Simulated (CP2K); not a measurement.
# Hf (Pm-3m) in CP2K: a series of runs

The runs below take Hf through band structure, with LDA, PBEsol, r2SCAN.

Everything below comes from runs of CP2K 2026.2. Logs are shortened: lines on timing, memory, paths and dates and some standing lists are left out, and cuts for length are marked.

## (1) Starting point

It takes space group Pm-3m (No. 221, cubic). Conventional cell: a = 2.914 Å, b = 2.914 Å, c = 2.914 Å, α = 90.00°, β = 90.00°, γ = 90.00°. Hf (site symmetry m-3m) is surrounded by 6 Hf at 2.91 Å.

The cell was built by a generator and needn't be a form met in nature.

## (2) Band structure, LDA

The input, hf_bands.inp:

```
&GLOBAL
  PROJECT hf_bands
  RUN_TYPE ENERGY_FORCE
  PRINT_LEVEL LOW
&END GLOBAL
&FORCE_EVAL
  METHOD QS
  STRESS_TENSOR ANALYTICAL
  &DFT
    BASIS_SET_FILE_NAME BASIS_MOLOPT_UZH
    POTENTIAL_FILE_NAME GTH_POTENTIALS
    &MGRID
      CUTOFF 450
      REL_CUTOFF 60
      NGRIDS 5
    &END MGRID
    &QS
      METHOD GPW
      EPS_DEFAULT 1.0E-9
    &END QS
    &KPOINTS
      SCHEME MONKHORST-PACK 9 9 9
      GAMMA_CENTERED T
      SYMMETRY T
      SYMMETRY_BACKEND SPGLIB
    &END KPOINTS
    &SCF
      SCF_GUESS ATOMIC
      EPS_SCF 1.0E-6
      MAX_SCF 100
      ADDED_MOS 11
      CHOLESKY OFF
      EPS_EIGVAL 1.0E-7
      &DIAGONALIZATION ON
        ALGORITHM STANDARD
      &END DIAGONALIZATION
      &MIXING ON
        METHOD BROYDEN_MIXING
        ALPHA 0.4
        BETA 1.5
        NBUFFER 8
      &END MIXING
      &SMEAR ON
        METHOD FERMI_DIRAC
        ELECTRONIC_TEMPERATURE [K] 1160.452
      &END SMEAR
    &END SCF
    &XC
      &XC_FUNCTIONAL
        &LDA_X
        &END LDA_X
        &LDA_C_PW
        &END LDA_C_PW
      &END XC_FUNCTIONAL
    &END XC
    &PRINT
      &KPOINTS ON
      &END KPOINTS
      &MULLIKEN ON
      &END MULLIKEN
      &MO ON
        ENERGIES T
        OCCUPATION_NUMBERS T
        &EACH
          QS_SCF 0
        &END EACH
        ADD_LAST NUMERIC
      &END MO
      &BAND_STRUCTURE
        FILE_NAME bands.bs
        ADDED_MOS 2
        &KPOINT_SET
          UNITS B_VECTOR
          NPOINTS 8
          SPECIAL_POINT GAMMA 0.00000000 0.00000000 0.00000000
          SPECIAL_POINT X 0.00000000 0.50000000 0.00000000
          SPECIAL_POINT M 0.50000000 0.50000000 0.00000000
          SPECIAL_POINT GAMMA 0.00000000 0.00000000 0.00000000
          SPECIAL_POINT R 0.50000000 0.50000000 0.50000000
          SPECIAL_POINT X 0.00000000 0.50000000 0.00000000
        &END KPOINT_SET
        &KPOINT_SET
          UNITS B_VECTOR
          NPOINTS 8
          SPECIAL_POINT M 0.50000000 0.50000000 0.00000000
          SPECIAL_POINT R 0.50000000 0.50000000 0.50000000
        &END KPOINT_SET
      &END BAND_STRUCTURE
    &END PRINT
  &END DFT
  &SUBSYS
    &CELL
      A 2.9138100000 0.0000000000 0.0000000000
      B 0.0000000000 2.9138100000 0.0000000000
      C 0.0000000000 0.0000000000 2.9138100000
      PERIODIC XYZ
    &END CELL
    &COORD
      SCALED
      Hf  0.5000000000 0.5000000000 0.5000000000
    &END COORD
    &KIND Hf
      BASIS_SET TZVP-MOLOPT-PBE-GTH-q12
      POTENTIAL GTH-PADE-q12
    &END KIND
    &PRINT
      &ATOMIC_COORDINATES ON
      &END ATOMIC_COORDINATES
      &CELL ON
      &END CELL
    &END PRINT
  &END SUBSYS
  &PRINT
    &FORCES ON
    &END FORCES
    &STRESS_TENSOR ON
    &END STRESS_TENSOR
  &END PRINT
&END FORCE_EVAL
```

Potentials or basis: GTH_POTENTIALS Hf GTH-PADE-q12; TZVP-MOLOPT-PBE-GTH basis.

The run is started by

```bash
> OMP_NUM_THREADS=1 cp2k.psmp -i hf_bands.inp -o hf_bands.out
```

hf_bands.out:

```text

 CP2K| version string:                                       CP2K version 2026.2
 CP2K| Input file name                                              hf_bands.inp

 GLOBAL| Force Environment number                                              1
 GLOBAL| Basis set file name                                    BASIS_MOLOPT_UZH
 GLOBAL| Potential file name                                      GTH_POTENTIALS
 GLOBAL| MM Potential file name                                     MM_POTENTIAL
 GLOBAL| Coordinate file name                                      __STD_INPUT__
 GLOBAL| Method name                                                        CP2K
 GLOBAL| Project name                                                   hf_bands
 GLOBAL| Run type                                                   ENERGY_FORCE
 GLOBAL| FFT library                                                       FFTW3
 GLOBAL| Diagonalization library                                       ScaLAPACK
 GLOBAL| Cholesky decomposition library                                ScaLAPACK
 GLOBAL| DGEMM library                                                      BLAS
 GLOBAL| Direct generalized diagonalization requested                          F
 GLOBAL| Matrix multiplication library                                 ScaLAPACK
 GLOBAL| Global print level                                                  LOW
 GLOBAL| Total number of message passing processes                             1
 GLOBAL| Number of threads for this process                                    1
 GLOBAL| CPU model name            Intel(R) Xeon(R) Platinum 8375C CPU @ 2.90GHz

 CELL| Volume [angstrom^3]:                                            24.739088
 CELL| Vector a [angstrom]:       2.914     0.000     0.000   |a| =     2.913810
 CELL| Vector b [angstrom]:       0.000     2.914     0.000   |b| =     2.913810
 CELL| Vector c [angstrom]:       0.000     0.000     2.914   |c| =     2.913810
 CELL| Angle (b,c), alpha [degree]:                                    90.000000
 CELL| Angle (a,c), beta  [degree]:                                    90.000000
 CELL| Angle (a,b), gamma [degree]:                                    90.000000
 CELL| Numerically orthorhombic:                                             YES
 CELL| Periodicity                                                           XYZ

 CELL_REF| Volume [angstrom^3]:                                        24.739088
 CELL_REF| Vector a [angstrom     2.914     0.000     0.000   |a| =     2.913810
 CELL_REF| Vector b [angstrom     0.000     2.914     0.000   |b| =     2.913810
 CELL_REF| Vector c [angstrom     0.000     0.000     2.914   |c| =     2.913810
 CELL_REF| Angle (b,c), alpha [degree]:                                90.000000
 CELL_REF| Angle (a,c), beta  [degree]:                                90.000000
 CELL_REF| Angle (a,b), gamma [degree]:                                90.000000
 CELL_REF| Numerically orthorhombic:                                         YES
 CELL_REF| Periodicity                                                       XYZ

[... 8 lines left out ...]
 TOTAL NUMBERS AND MAXIMUM NUMBERS

  Total number of            - Atomic kinds:                                   1
                             - Atoms:                                          1
                             - Shell sets:                                     1
[... 119 lines left out ...]
  Total charge density on r-space grids:        0.0000000043
  Total charge density g-space grids:           0.0000000043

  Overlap energy of the core charge distribution:               0.00000000028104
  Self energy of the core charge distribution:                -72.53866074185437
  Core Hamiltonian energy:                                     16.23887650804520
  Hartree energy:                                              12.62462078206913
  Exchange-correlation energy:                                 -6.02840953283423
  Electronic entropic energy:                                  -0.00178964437364
  Fermi energy:                                                 0.31216473234966

  Total energy:                                               -49.70536262864339
  Total energy (extrapolated to T->0):                        -49.70446780645656

 MO| EIGENVALUES AND OCCUPATION NUMBERS FOR K POINT 1
 MO|
 MO|  Index      Eigenvalue [a.u.]        Eigenvalue [eV]             Occupation
 MO|      1              -1.957685             -53.271314               2.000000
 MO|      2              -0.778775             -21.191538               2.000000
 MO|      3              -0.778775             -21.191538               2.000000
 MO|      4              -0.776460             -21.128560               2.000000
 MO|      5               0.266696               7.257179               1.999992
 MO|      6               0.274243               7.462535               1.999934
[... 298 lines left out ...]
 MO|      6               0.295287               8.035163               1.979952
[... 9 lines left out ...]
 MO|     16               1.354143              36.848106               0.000000
 MO|     17               1.382094              37.608678               0.000000
 MO| Sum:                                                              13.774141
 MO| E(Fermi):            0.312165 a.u.          8.494434 eV

 [... the levels of further k-points ...]

 !-----------------------------------------------------------------------------!
                     Mulliken Population Analysis

 #  Atom  Element  Kind  Atomic population                           Net charge
       1     Hf       1         12.000000                             -0.000000
 # Total charge                             12.000000                 -0.000000

 !-----------------------------------------------------------------------------!

 KPOINTS| Band Structure Calculation
 KPOINTS| Number of k-point sets                                               2
 KPOINTS| Number of added MOs/bands                                            2
 KPOINTS| Number of k-points in set    1                                      41
 KPOINTS| In units of b-vector [2pi/Bohr]
 KPOINTS| Special point     1       GAMMA     0.000000     0.000000     0.000000
 KPOINTS| Special point     2           X     0.000000     0.500000     0.000000
 KPOINTS| Special point     3           M     0.500000     0.500000     0.000000
 KPOINTS| Special point     4       GAMMA     0.000000     0.000000     0.000000
 KPOINTS| Special point     5           R     0.500000     0.500000     0.500000
 KPOINTS| Special point     6           X     0.000000     0.500000     0.000000
 KPOINTS| Number of k-points in set    2                                       9
 KPOINTS| In units of b-vector [2pi/Bohr]
 KPOINTS| Special point     1           M     0.500000     0.500000     0.000000
 KPOINTS| Special point     2           R     0.500000     0.500000     0.500000

 ENERGY| Total FORCE_EVAL ( QS ) energy [hartree]            -49.705362700041867

 FORCES| Atomic forces [hartree/bohr]
 FORCES|   Atom     x               y               z               |f|
 FORCES|      1 -2.57063655E-08 -2.57064258E-08 -2.57064704E-08   4.45248265E-08
 FORCES| Sum    -2.57063655E-08 -2.57064258E-08 -2.57064704E-08
 FORCES| Total atomic force                                       4.45248265E-08

 STRESS| Analytical stress tensor [bar]
 STRESS|                        x                   y                   z
 STRESS|      x       -1.08037178481E+05   2.11842780162E-02   2.11991031423E-02
 STRESS|      y        2.11842780162E-02  -1.08037178480E+05   2.12076373483E-02
 STRESS|      z        2.11991031423E-02   2.12076373483E-02  -1.08037178481E+05
 STRESS| 1/3 Trace                                            -1.08037178481E+05
 STRESS| Determinant                                          -1.26101339729E+15

 STRESS| Eigenvectors and eigenvalues of the analytical stress tensor [bar]
 STRESS|                        1                   2                   3
 STRESS| Eigenvalues  -1.08037199690E+05  -1.08037199665E+05  -1.08037136087E+05
 STRESS|      x          -0.408482641768      0.707113128922      0.577176709753
 STRESS|      y          -0.408175834804     -0.707100381039      0.577409334023
 STRESS|      z           0.816415592242      0.000272104810      0.577464723340
```

Run time: 44 s. Hardware: 1 thread of Intel Xeon Platinum 8375C at 2.90GHz (Ice Lake), shared host; peak memory 0.29 GiB.

Results:

- Free energy: -1352.5517 eV
- Pressure: -10.8 GPa
- Band gap on the k mesh: none (metal or under the smearing width)

Levels at the corners of the path, in eV from the Fermi level:
```csv
point,band 4,band 5,band 6,band 7,band 8,band 9
Γ,-28.65,-6.79,-1.39,-1.39,6.12,6.12
X,-28.56,-3.40,-0.85,0.29,2.82,2.82
M,-28.44,-2.76,-0.69,3.42,3.42,4.85
Γ,-28.65,-6.79,-1.39,-1.39,6.12,6.12
R,-29.67,-1.19,-1.19,-1.19,8.69,8.69
X,-28.56,-3.40,-0.85,0.29,2.82,2.82
M,-28.44,-2.76,-0.69,3.42,3.42,4.85
R,-29.67,-1.19,-1.19,-1.19,8.69,8.69
```

Caveat: spin-orbit coupling is left out, which moves the levels of the heavy elements; the basis of atomic orbitals isn't converged, which shifts pressures, moduli and gaps.

## (3) Band structure, PBEsol

Edit hf_bands.inp of step 2 so:

```diff
@@ -10,3 +10,3 @@
     BASIS_SET_FILE_NAME BASIS_MOLOPT_UZH
-    POTENTIAL_FILE_NAME GTH_POTENTIALS
+    POTENTIAL_FILE_NAME POTENTIAL_UZH
     &MGRID
@@ -18,3 +18,3 @@
       METHOD GPW
-      EPS_DEFAULT 1.0E-9
+      EPS_DEFAULT 1.0E-10
     &END QS
@@ -49,6 +49,6 @@
       &XC_FUNCTIONAL
-        &LDA_X
-        &END LDA_X
-        &LDA_C_PW
-        &END LDA_C_PW
+        &GGA_X_PBE_SOL
+        &END GGA_X_PBE_SOL
+        &GGA_C_PBE_SOL
+        &END GGA_C_PBE_SOL
       &END XC_FUNCTIONAL
@@ -68,2 +68,7 @@
       &END MO
+      &LOWDIN ON
+      &END LOWDIN
+      &HIRSHFELD ON
+        SHAPE_FUNCTION DENSITY
+      &END HIRSHFELD
       &BAND_STRUCTURE
@@ -73,3 +78,3 @@
           UNITS B_VECTOR
-          NPOINTS 8
+          NPOINTS 10
           SPECIAL_POINT GAMMA 0.00000000 0.00000000 0.00000000
@@ -83,3 +88,3 @@
           UNITS B_VECTOR
-          NPOINTS 8
+          NPOINTS 10
           SPECIAL_POINT M 0.50000000 0.50000000 0.00000000
@@ -92,5 +97,4 @@
     &CELL
-      A 2.9138100000 0.0000000000 0.0000000000
-      B 0.0000000000 2.9138100000 0.0000000000
-      C 0.0000000000 0.0000000000 2.9138100000
+      ABC 2.9138100000 2.9138100000 2.9138100000
+      ALPHA_BETA_GAMMA 90.0000000000 90.0000000000 90.0000000000
       PERIODIC XYZ
@@ -103,3 +107,3 @@
       BASIS_SET TZVP-MOLOPT-PBE-GTH-q12
-      POTENTIAL GTH-PADE-q12
+      POTENTIAL GTH-PBE-q12
     &END KIND
```

Potentials or basis: POTENTIAL_UZH Hf GTH-PBE-q12; TZVP-MOLOPT-PBE-GTH basis.

The run is started by

```bash
> OMP_NUM_THREADS=1 cp2k.psmp -i hf_bands.inp -o hf_bands.out
```

It took 46 s on 1 thread of Intel Xeon Platinum 8375C at 2.90GHz (Ice Lake), shared host; peak memory 0.3 GiB.

The run converged. Its results:

| Quantity | Value |
| --- | --- |
| Free energy | -1338.1302 eV |
| Pressure | -2.6 GPa |
| Band gap on the k mesh | none (metal or under the smearing width) |

Levels at the corners of the path, in eV from the Fermi level:
```
point  band 2  band 3  band 4  band 5  band 6  band 7  band 8  band 9  band 10  band 11
    Γ  -29.73  -29.73  -29.73   -6.42   -1.36   -1.36    6.63    6.63     6.63    13.62
    X  -30.65  -29.64  -29.64   -3.09   -0.45   -0.07    3.17    3.17     7.01     9.77
    M  -30.53  -30.53  -29.56   -2.80   -0.56    3.91    3.91    4.47     4.47     8.90
    Γ  -29.73  -29.73  -29.73   -6.42   -1.36   -1.36    6.63    6.63     6.63    13.62
    R  -30.41  -30.41  -30.41   -1.22   -1.22   -1.22    9.16    9.16     9.78     9.78
    X  -30.65  -29.64  -29.64   -3.09   -0.45   -0.07    3.17    3.17     7.01     9.77
    M  -30.53  -30.53  -29.56   -2.80   -0.56    3.91    3.91    4.47     4.47     8.90
    R  -30.41  -30.41  -30.41   -1.22   -1.22   -1.22    9.16    9.16     9.78     9.78
```

Caveat: the potentials were made for another functional, which shifts forces and pressure; spin-orbit coupling is left out, which moves the levels of the heavy elements; the basis of atomic orbitals isn't converged, which shifts pressures, moduli and gaps.

## (4) Band structure, r2SCAN

Edit hf_bands.inp of step 3 so:

```diff
@@ -12,5 +12,5 @@
     &MGRID
-      CUTOFF 450
+      CUTOFF 675
       REL_CUTOFF 60
-      NGRIDS 5
+      NGRIDS 4
     &END MGRID
@@ -18,3 +18,3 @@
       METHOD GPW
-      EPS_DEFAULT 1.0E-10
+      EPS_DEFAULT 1.0E-9
     &END QS
@@ -44,3 +44,3 @@
         METHOD FERMI_DIRAC
-        ELECTRONIC_TEMPERATURE [K] 1160.452
+        ELECTRONIC_TEMPERATURE [K] 580.226
       &END SMEAR
@@ -49,6 +49,6 @@
       &XC_FUNCTIONAL
-        &GGA_X_PBE_SOL
-        &END GGA_X_PBE_SOL
-        &GGA_C_PBE_SOL
-        &END GGA_C_PBE_SOL
+        &MGGA_X_R2SCAN
+        &END MGGA_X_R2SCAN
+        &MGGA_C_R2SCAN
+        &END MGGA_C_R2SCAN
       &END XC_FUNCTIONAL
@@ -68,7 +68,2 @@
       &END MO
-      &LOWDIN ON
-      &END LOWDIN
-      &HIRSHFELD ON
-        SHAPE_FUNCTION DENSITY
-      &END HIRSHFELD
       &BAND_STRUCTURE
@@ -78,3 +73,3 @@
           UNITS B_VECTOR
-          NPOINTS 10
+          NPOINTS 8
           SPECIAL_POINT GAMMA 0.00000000 0.00000000 0.00000000
@@ -88,3 +83,3 @@
           UNITS B_VECTOR
-          NPOINTS 10
+          NPOINTS 8
           SPECIAL_POINT M 0.50000000 0.50000000 0.00000000
@@ -106,4 +101,4 @@
     &KIND Hf
-      BASIS_SET TZVP-MOLOPT-PBE-GTH-q12
-      POTENTIAL GTH-PBE-q12
+      BASIS_SET TZVP-MOLOPT-SCAN-GTH-q12
+      POTENTIAL GTH-SCAN-q12
     &END KIND
@@ -114,2 +109,4 @@
       &END CELL
+      &SYMMETRY ON
+      &END SYMMETRY
     &END PRINT
```

Potentials or basis: POTENTIAL_UZH Hf GTH-SCAN-q12; TZVP-MOLOPT-SCAN-GTH basis.

The run is started by

```bash
> OMP_NUM_THREADS=1 cp2k.psmp -i hf_bands.inp -o hf_bands.out
```

Wall time 80 s (1 thread of Intel Xeon Platinum 8375C at 2.90GHz (Ice Lake), shared host); peak memory 0.3 GiB.

It converged, with:

```yaml
Free_energy: -1345.5267 eV
Pressure: -4.1 GPa
Band_gap_on_the_k_mesh: none (metal or under the smearing width)
```

Levels at the corners of the path, in eV from the Fermi level:
| point | band 3 | band 4 | band 5 | band 6 | band 7 | band 8 | band 9 | band 10 |
| --- | --- | --- | --- | --- | --- | --- | --- | --- |
| Γ | -30.20 | -30.20 | -6.84 | -1.43 | -1.43 | 6.78 | 6.78 | 6.78 |
| X | -30.12 | -30.12 | -3.25 | -0.50 | -0.06 | 3.43 | 3.43 | 7.13 |
| M | -31.05 | -30.04 | -2.78 | -0.61 | 4.15 | 4.15 | 4.87 | 4.87 |
| Γ | -30.20 | -30.20 | -6.84 | -1.43 | -1.43 | 6.78 | 6.78 | 6.78 |
| R | -30.93 | -30.93 | -1.07 | -1.07 | -1.07 | 9.01 | 9.01 | 10.57 |
| X | -30.12 | -30.12 | -3.25 | -0.50 | -0.06 | 3.43 | 3.43 | 7.13 |
| M | -31.05 | -30.04 | -2.78 | -0.61 | 4.15 | 4.15 | 4.87 | 4.87 |
| R | -30.93 | -30.93 | -1.07 | -1.07 | -1.07 | 9.01 | 9.01 | 10.57 |

Caveat: spin-orbit coupling is left out, which moves the levels of the heavy elements; the basis of atomic orbitals isn't converged, which shifts pressures, moduli and gaps.

## (5) Summary

```tsv
level	potentials or basis	smearing	EPS_DEFAULT	NGRIDS	basis sets	potentials	points a segment of the path (NPOINTS)	gap on the mesh (eV)	pressure (GPa)
LDA	GTH_POTENTIALS Hf GTH-PADE-q12; TZVP-MOLOPT-PBE-GTH basis	fermi-dirac 0.1 eV	1.0E-9	5	Hf TZVP-MOLOPT-PBE-GTH-q12	Hf GTH-PADE-q12 of GTH_POTENTIALS	8	none	-10.8
PBEsol	POTENTIAL_UZH Hf GTH-PBE-q12; TZVP-MOLOPT-PBE-GTH basis	fermi-dirac 0.1 eV	1.0E-10	5	Hf TZVP-MOLOPT-PBE-GTH-q12	Hf GTH-PBE-q12 of POTENTIAL_UZH	10	none	-2.6
r2SCAN	POTENTIAL_UZH Hf GTH-SCAN-q12; TZVP-MOLOPT-SCAN-GTH basis	fermi-dirac 0.05 eV	1.0E-9	4	Hf TZVP-MOLOPT-SCAN-GTH-q12	Hf GTH-SCAN-q12 of POTENTIAL_UZH	8	none	-4.1
```

Alike in all rows: task band structure; no spin polarisation; cell as given; k mesh 9 × 9 × 9.

Caveats: spin-orbit coupling is left out, which moves the levels of the heavy elements; the basis of atomic orbitals isn't converged, which shifts pressures, moduli and gaps; the potentials were made for another functional, which shifts forces and pressure (some runs).

Absolute energies hang on the potentials; compare differences alone.
